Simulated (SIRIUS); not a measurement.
TiCo:

```
Co Ti
1.0
     2.98611    0.00000    0.00000
     0.00000    2.98611    0.00000
     0.00000    0.00000    2.98611
Co Ti
1 1
Direct
  0.50000 0.50000 0.50000
  0.00000 0.00000 0.00000
```

The cell comes from a database or a generator and needn't be the stable form of this composition.

Program: SIRIUS 7.12.0. Alike in all runs: task single point; potentials or basis PseudoDojo 0.4.1 PBE standard (scalar relativistic); cell as given; k mesh 5 × 5 × 5; cutoff (eV) 1307; smearing fermi-dirac 0.05 eV; the mesh is coarse, so values aren't converged.

Order these runs on this cell by their pressure, lowest first.
A. level LDA+U; spin collinear, antiferromagnetic start; U Co d U = 8 eV, Ti d U = 8 eV; libxc names ["XC_LDA_X", "XC_LDA_C_PW"]; form of the Hubbard term simplified (Dudarev); hubbard projectors orthogonalised atomic orbitals; start of the occupations the program's own
B. level revPBE; spin collinear, ferromagnetic start; libxc names ["XC_GGA_X_PBE_R", "XC_GGA_C_PBE"]
C. level AM05; spin collinear, ferromagnetic start; libxc names ["XC_GGA_X_AM05", "XC_GGA_C_AM05"]
D. level LDA; spin collinear, antiferromagnetic start; libxc names ["XC_LDA_X", "XC_LDA_C_PW"]
E. level BP86; spin collinear, ferromagnetic start; libxc names ["XC_GGA_X_B88", "XC_GGA_C_P86"]

D (-13.9 GPa), C (-7.6 GPa), E (-0.5 GPa), B (3.7 GPa), A (19.8 GPa).

Caveats: all runs use coarse meshes; the potentials were made for another functional, which shifts forces and pressure; the U is typed as a test and isn't derived for this compound (some runs).

The runs were made with more than one version of the program.

Runs at the PBE level aren't shown here.
